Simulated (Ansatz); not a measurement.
Runs of Ansatz 0.2.0 on CdO (Monteponite). Symmetry: Fm-3m, No. 225, cubic system. Conventional cell: a = 4.699 Å, b = 4.699 Å, c = 4.699 Å, α = 90.00°, β = 90.00°, γ = 90.00°. Around Cd (site symmetry m-3m) lie 6 O at 2.35 Å. O (site symmetry m-3m) is surrounded by 6 Cd at 2.35 Å. 

```csv
task,level,potentials or basis,cell,k mesh,cutoff (eV),smearing,points for each segment of the path,temperature,other keys,mesh quality,gap on the mesh (eV),pressure (GPa),V0 of scaled cells (Å³/atom),B0 (GPa)
equation of state,PBE,Ansatz PAW,as given,10 × 10 × 10,420,fermi-dirac 0.05 eV,-,-,-,not flagged,-,-,13.55,(a)
band structure,PBEsol,Ansatz PAW,as given,6 × 6 × 6,600,cold 0.05 eV,4,-,"kpoints.mp_grid.shift = [0.5, 0.5, 0.5]; hamiltonian.xc = pbesol; …",coarse,-,-0.8,-,-
relaxation of the atoms,B3LYP5,Ansatz PAW,"atoms relaxed from: atoms moved at random, drawn with an rms of 0.02 Å",5 × 5 × 5,420,fermi-dirac 0.025 eV,-,-,-,coarse,1.44,6.1,-,-
single point,PBE,Ansatz PAW,"atoms moved at random, drawn with an rms of 0.05 Å",10 × 10 × 10,420,fermi-dirac 0.05 eV,-,-,-,not flagged,none,6.2,-,-
equation of state,r2SCAN0,Ansatz PAW,as given,5 × 5 × 5,500,fermi-dirac 0.05 eV,-,-,-,coarse,-,-,12.76,160
projected density of states,r2SCAN+rVV10,Ansatz PAW,as given,10 × 10 × 10,500,fixed,-,-,scf.lower_state_search = light,not flagged,0.07,(b),-,-
single point,PBE,Ansatz PAW,as given,10 × 10 × 10,420,fermi-dirac 0.05 eV,-,-,-,not flagged,none,6.1,-,-
```

Alike in all rows: no spin polarisation.

Task: Fill in the values left out.

Result: (a) 126; (b) -1.1.

Caveats: some runs use coarse meshes; the PAW data sets come from PBE, with cores solved anew for the run's functional, which leaves a small shift of forces and pressure (some runs); odd divisions of the mesh miss points on the zone boundary, where band edges often lie, so the gap on the mesh can be too wide (some runs); the thresholds are loose for stress (some runs); the PAW data sets were made with another functional, which shifts forces and pressure a little (some runs); this crystal is a semiconductor, whose small gap the functional closes, so the metal is an error of the method (some runs).

A k mesh can miss the band edges, and the runs leave out spin-orbit coupling on Cd.

A gap of «none» marks a metal or a gap under the smearing width.
